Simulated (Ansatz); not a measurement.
**Cu in Ansatz: the effect of functional**

The system is Cu.

```
Cu
1.0
     1.23450   -4.02870    0.00000
     1.23450    4.02870    0.00000
     0.00000    0.00000    2.50807
Cu
2
Cartesian
  1.2345 -2.9501 1.8811
  1.2345 2.9501 0.6270
```

This isn't the form of Cu at room conditions, which is fcc.

The cell isn't the ideal one: volume scaled by 1.04.

Alike in all runs:

```yaml
Program: Ansatz 0.2.0
Task: single point
Potentials_or_basis: Ansatz PAW
k_mesh: 11 × 11 × 11
Occupations: fermi-dirac, width 0.05 eV
Spin: no spin polarisation
```

| functional | cutoff | pressure (GPa) | largest force (eV/Å) |
| --- | --- | --- | --- |
| LDA | 420 eV (not typed: the program's choice for these potentials) | ? | ? |
| PBEsol | 420 eV (not typed: the program's choice for these potentials) | -6.7 | 0.05 |
| r2SCAN | 500 eV (not typed: the program's choice for these potentials) | -5.0 | 0.04 |

**Question.** What does the run with functional LDA give?

**Answer.** Pressure -12.3 GPa; largest force 0.09 eV/Å.

Caveats: the PAW data sets come from PBE, with cores solved anew for the run's functional, which leaves a small shift of forces and pressure.

Runs at the PBE level aren't shown here.
